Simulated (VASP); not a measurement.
Write the native input for VASP 6.6.1 that does the following.

- Task: relaxation of cell and atoms
- Functional: PBE
- Potentials or basis: VASP PAW PBE potentials, release 64 (Pt)
- Cutoff: 700 eV
- k mesh: 18 × 18 × 18
- Occupations: gaussian, width 0.1 eV
- Spin: no spin polarisation
- Further INCAR settings: ALGO = Fast; EDIFF = 1e-07; IBRION = 2; EDIFFG = -0.002; NSW = 80; ISIF = 3

The structure of Pt lies in POSCAR:

```
Pt
1.0
    0.0000000000      1.9609000000      1.9609000000
    1.9609000000      0.0000000000      1.9609000000
    1.9609000000      1.9609000000      0.0000000000
Pt
1
Direct
    0.0000000000      0.0000000000      0.0000000000
```

The input as run:

INCAR

```
SYSTEM = Pt
PREC = Accurate ; ENCUT = 700
EDIFF = 1E-7 ; ISMEAR = 0
SIGMA = 0.1 ; LREAL = .FALSE.
LASPH = .TRUE. ; NELM = 60
ALGO = Fast ; ISIF = 3
LWAVE = .FALSE. ; LCHARG = .FALSE.
GGA = PE ; IBRION = 2
NSW = 80 ; EDIFFG = -0.002
```

KPOINTS

```
Automatic mesh
0
G
  18 18 18
  0 0 0
```

Potentials or basis: VASP PAW PBE potentials, release 64 (Pt).

Run with:

```bash
$ cat potpaw_PBE.64/Pt/POTCAR > POTCAR
$ mpirun -np 1 vasp_std > vasp.out
```

Results of the run:

```
Relaxed volume                         : 15.62 Å³/atom
Relaxed cell                           : a = 2.806 Å, b = 2.806 Å, c = 2.806 Å, α = 60.00°, β = 60.00°, γ = 60.00°
Space group after relaxing (to 0.05 Å) : Fm-3m (No. 225)
Energy gained by relaxing              : 15.6 meV/atom
Ionic steps                            : 17
Pressure after relaxing                : 0.0 GPa
Band gap on the k mesh                 : none (metal or under the smearing width)
```

It took 67 s on 1 thread of Intel(R) Xeon(R) 6975P-C (Granite Rapids), with other jobs on the host, peak memory 0.19 GiB.
